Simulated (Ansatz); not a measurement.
Runs of Ansatz 0.2.0 on SrCl2. It takes space group Fm-3m (No. 225, cubic). The conventional cell has a = 6.977 Å, b = 6.977 Å, c = 6.977 Å, α = 90.00°, β = 90.00°, γ = 90.00°. Sr (site symmetry m-3m) is surrounded by 8 Cl at 3.02 Å. Around Cl (site symmetry -43m) lie 4 Sr at 3.02 Å. 

| task | level | potentials or basis | k mesh | cutoff (eV) | smearing | basis error allowed | gap on the mesh (eV) | pressure (GPa) | V0 of scaled cells (Å³/atom) | B0 (GPa) |
| --- | --- | --- | --- | --- | --- | --- | --- | --- | --- | --- |
| band structure | PBEsol | all-electron LAPW, inner shells corrected to Dirac's equation | 7 × 7 × 7 | 143 | fermi-dirac 0.05 eV | 0.002 eV/atom | 5.18 | -1.1 | - | - |
| band structure | PBEsol | all-electron LAPW, scalar-relativistic | 5 × 5 × 5 | 143 | fermi-dirac 0.05 eV | 0.002 eV/atom | 5.21 | -1.1 | - | - |
| band structure | LDA | all-electron LAPW, scalar-relativistic | 7 × 7 × 7 | 143 | fermi-dirac 0.05 eV | 0.002 eV/atom | 4.92 | -2.8 | - | - |
| band structure | PBEsol | all-electron LAPW, scalar-relativistic | 7 × 7 × 7 | 143 | fermi-dirac 0.05 eV | 0.002 eV/atom | 5.18 | -1.1 | - | - |
| equation of state | PBEsol | all-electron LAPW, scalar-relativistic | 7 × 7 × 7 | - | fermi-dirac 0.05 eV | 0.002 eV/atom | - | - | 27.47 | 38 |
| band structure | PBEsol | all-electron LAPW, non-relativistic | 7 × 7 × 7 | 143 | fermi-dirac 0.05 eV | 0.002 eV/atom | (b) | (c) | - | - |
| equation of state | PBEsol | all-electron LAPW, scalar-relativistic | 7 × 7 × 7 | - | fermi-dirac 0.05 eV | 0.001 eV/atom | - | - | 27.47 | 38 |
| dielectric tensor | PBE | all-electron PAW datasets made for the crystal | 7 × 7 × 7 | 250 | fixed | - | 5.38 | - | - | - |
| band structure | PBE | all-electron LAPW, scalar-relativistic | 7 × 7 × 7 | 144 | fermi-dirac 0.05 eV | 0.002 eV/atom | 5.38 | 1.0 | - | - |
| single point | PBE | all-electron LAPW, scalar-relativistic | 4 × 4 × 4 | 144 | fermi-dirac 0.03 eV | 0.002 eV/atom | 5.34 | 1.0 | - | - |
| equation of state | PBE | all-electron LAPW, scalar-relativistic | 7 × 7 × 7 | - | fermi-dirac 0.05 eV | 0.001 eV/atom | - | - | (a) | 34 |
| band structure | PBEsol | all-electron PAW datasets made for the crystal | 7 × 7 × 7 | 220 | fermi-dirac 0.05 eV | - | 5.18 | -1.1 | - | - |

Alike in all rows: no spin polarisation; cell as given.

Problem. Estimate the missing entries.

Solution. (a) 29.09; (b) 5.37; (c) -0.9.

Caveats: relativity is left out, which matters for the heavier elements (some runs); an odd mesh through Γ misses points on the zone boundary, where band edges often lie (some runs).

A k mesh can miss the band edges, and the runs leave out spin-orbit coupling on Sr.

Not every run made on this cell is shown here.
